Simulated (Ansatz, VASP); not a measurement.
**C: VASP beside Ansatz**

```
C
1.0
     2.39552    0.00000    0.00000
    -1.19776    2.07458    0.00000
     0.00000    0.00000    2.18328
C
2
Direct
  0.33333 0.66667 0.25000
  0.66667 0.33333 0.75000
```

Alike in both runs: functional LDA; k mesh 22 × 22 × 12; occupations fermi-dirac, width 0.1 eV; no spin polarisation.

Ansatz relaxed the structure, and its values are those at the end. VASP's run is a single point on that final structure, the one shown.

|  | VASP | Ansatz |
| --- | --- | --- |
| version | VASP 6.6.1 | Ansatz 0.2.0 |
| potentials or method | VASP PAW LDA potentials, release 64 (C), cutoff 520 eV | all-electron LAPW, scalar-relativistic |

VASP gave:

```
pressure (GPa) : 25.1
```

Task: What did Ansatz give for the same quantities?

Result: Pressure (GPa): 24.0.

Ansatz ran all-electron here, so the differences hold the error of VASP's frozen core and of both bases.

Caveats: so large a pressure means that the cell lies far from this level's equilibrium, or that cutoff or potentials fall short (VASP).
